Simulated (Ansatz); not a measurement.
input.yaml (Ansatz)

```yaml
crystal:
  lattice:
    - [0.0, 3.4688120772, 3.4688120772]
    - [3.4688120772, 0.0, 3.4688120772]
    - [3.4688120772, 3.4688120772, 0.0]
  atoms:
    - { symbol: Cd, position: [0.125, 0.125, 0.125] }
    - { symbol: Cd, position: [0.875, 0.875, 0.875] }
hamiltonian:
  xc: pbe
  pseudopotentials:
    kind: paw
    azcp:
      Cd: "pseudopotentials/Cd.paw.azcp"
basis:
  ecutwfc: 420
  fft_grid_basis: typed
kpoints:
  mp_grid: { grid: [13, 13, 13], shift: [0, 0, 0] }
magnetization:
  spin_polarized: false
scf:
  occupations: { method: fermi_dirac, width: 0.1 }
output:
  stress: true
```

Output

```
Engine: ansatz 0.2.0, x86_64-unknown-linux-gnu
Pseudopotentials: kind: paw
Pseudopotential: Cd, paw, valence charge 20, recommended cutoff 420 eV (normal) 
Functional definition: PBE
  parameter kappa = 0.804
  parameter beta = 0.06672455060314922
  exchange = pbe_x(kappa = kappa, mu = beta*pi^2/3)
  correlation = pbe_c(beta = beta)
Crystal: 2 atoms, lattice volume = 83.478 Å³
Basis set: ecut = 420 eV, 1639 PW (Γ)
Bands: 24, of which v1, the nominal top of the filled ones, is band 20 counted from 1 (19 counted from 0)
Symmetry: 48 space group operations
Space group: Fd-3m (ITA 227), of the structure as read, at distance tolerance 4.4e-5 Å
k-points: 84 of 2197
Non-local potential: Cd, projectors of the file, l = 0: 3, l = 1: 2, l = 2: 2, l = 3: 1
PAW form: soft (Blöchl's): semilocal exchange-correlation on the pseudo side does not see the compensation charge
PAW one-centre angular grid: Cd, 590 points (default); XC on 64 Gauss nodes
Initial density: superposition of atomic densities (neutral atoms: chi_scale 0, normalization atom), corrected by the library's trained network
Initial wavefunctions: pseudopotential atomic-orbital guess
Functional: x = pbe(κ = 0.804, μ = 0.2195149727645171), c = pbe(β = 0.06672455060314922)
SCF iter   1: F=—  HF=-16508.231431 eV  |F-HF|=—  |Δ(HF+E_count)|=         —  Δρ=6.47e-4  dr2=4.06e-4  ethr=1.77e-3  ⟨swp⟩=5.2  Hψ=8036  notcnv=0
SCF iter   2: F=—  HF=-16508.232432 eV  |F-HF|=—  |Δ(HF+E_count)|=   1.00e-3  Δρ=1.84e-4  dr2=6.62e-5  ethr=1.01e-6  ⟨swp⟩=3.0  Hψ=4679  notcnv=0
SCF iter   3: F=—  HF=-16508.232463 eV  |F-HF|=—  |Δ(HF+E_count)|=   3.12e-5  Δρ=1.91e-4  dr2=2.30e-5  ethr=1.66e-7  ⟨swp⟩=2.0  Hψ=3051  notcnv=0
SCF iter   4: F=—  HF=-16508.232459 eV  |F-HF|=—  |Δ(HF+E_count)|=   4.06e-6  Δρ=7.47e-5  dr2=4.02e-6  ethr=5.74e-8  ⟨swp⟩=2.0  Hψ=3528  notcnv=0
SCF iter   5: F=—  HF=-16508.232459 eV  |F-HF|=—  |Δ(HF+E_count)|=   4.07e-7  Δρ=1.33e-5  dr2=1.74e-7  ethr=1.01e-8  ⟨swp⟩=2.0  Hψ=3024  notcnv=0
SCF iter   6: F=-16508.232459 eV  HF=-16508.232459 eV  |F-HF|=6.76e-9  |Δ(HF+E_count)|=   3.14e-7  Δρ=2.66e-6  dr2=5.18e-9  ethr=2.50e-10  ⟨swp⟩=4.0  Hψ=6615  notcnv=0
SCF 1 converged in 6 iterations: F = -16508.232459 eV  dr2 = 5.18e-9
SCF converged after 6 iterations
Free energy (F): -16508.232459 eV
Harris-Foulkes:  -16508.232459 eV  (|F-HF|=6.76e-9)
Internal energy: -16508.192138 eV  (E = F + TS)
E sigma→0 (E₀):  -16508.212299 eV
Entropy (-TS):   -0.040321 eV (-20.161 meV/atom)
Fermi energy:    5.861068 eV
--- Per-component energies (eV) ---
  E_band       = -1128.505565
  E_kinetic    = 1008.947522
  E_local      = -8501.691694  (includes V_loc(G=0)·N_el)
  E_nonlocal   = 63.662069
  E_hartree    = 3910.204766
  E_xc         = -351.957125
  E_vxc        = -440.995147  (∫ρ·V_xc dr)
  E_paw        = -8165.049582  (= ΣΔE_a)
  E_vpaw       = -1078.844953  (= ΣTr[D̂ρ^β])
  E_aug_tail   = 0.000026  (compensation charges beyond the density's cutoff)
  E_ewald      = -4472.308120
  E_smearing   = -0.040321  (= −TS)
  E_closure    = 0.000000  (closes the sum)
  Σ components = -16508.232459   (vs F -16508.232459, Δ=0.00e0)
--- Stress (GPa, compression-positive) ---
       -1.086050       0.000000       0.000000
        0.000000      -1.086050      -0.000000
        0.000000       0.000000      -1.086050
  P = ⅓ Tr σ = -1.0860 GPa (-10.860 kbar)
```
